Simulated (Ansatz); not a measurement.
PbS (Galena) under changes of volume

One of the cells (26.086 Å³/atom); the others are scaled copies at fixed shape and fractional positions:

```
CELL_PARAMETERS angstrom
0.00000 2.96575 2.96575
2.96575 0.00000 2.96575
2.96575 2.96575 0.00000
ATOMIC_POSITIONS crystal
Pb 0.00000 0.00000 0.00000
S 0.50000 0.50000 0.50000
```

* Program: Ansatz 0.2.0
* Functional: PBEsol
* Potentials or basis: Ansatz PAW
* Cutoff: 420 eV (not typed: the program's choice for these potentials)
* k mesh: 8 × 8 × 8
* Occupations: fermi-dirac, width 0.05 eV
* Spin: spin-orbit coupling, no magnetisation

| volume (Å³/atom) | energy over the lowest point (meV/atom) | pressure (GPa) | gap on the mesh (eV) |
| --- | --- | --- | --- |
| 24.521 | ? | ? | ? |
| 25.042 | 1.13 | 1.0 | 0.34 |
| 25.564 | 0.00 | -0.3 | 0.26 |
| 26.086 | 2.73 | -1.4 | 0.18 |
| 26.607 | 8.88 | -2.4 | 0.11 |
| 27.129 | 18.07 | -3.2 | 0.04 |
| 27.651 | 29.95 | -4.0 | 0.02 |

Question: What does the run at 24.521 Å³/atom give?

Answer: Energy over the lowest point 6.59 meV/atom; pressure 2.4 GPa; gap on the mesh 0.43 eV.

Worked out: A Birch-Murnaghan fit of order 3 (a polynomial in V^(-2/3)) to the other rows has its minimum at 25.45 Å³/atom with B0 = V·E''(V) = 59 GPa and B' = 4.9. It gives 6.61 meV/atom at 24.521 Å³/atom, against the run's 6.59, and -dE/dV = 2.4 GPa, against 2.4.

Energies are extrapolated to zero smearing.

Caveats: the PAW data sets come from PBE, with cores solved anew for the run's functional, which leaves a small shift of forces and pressure.

A mesh can miss the band edges.
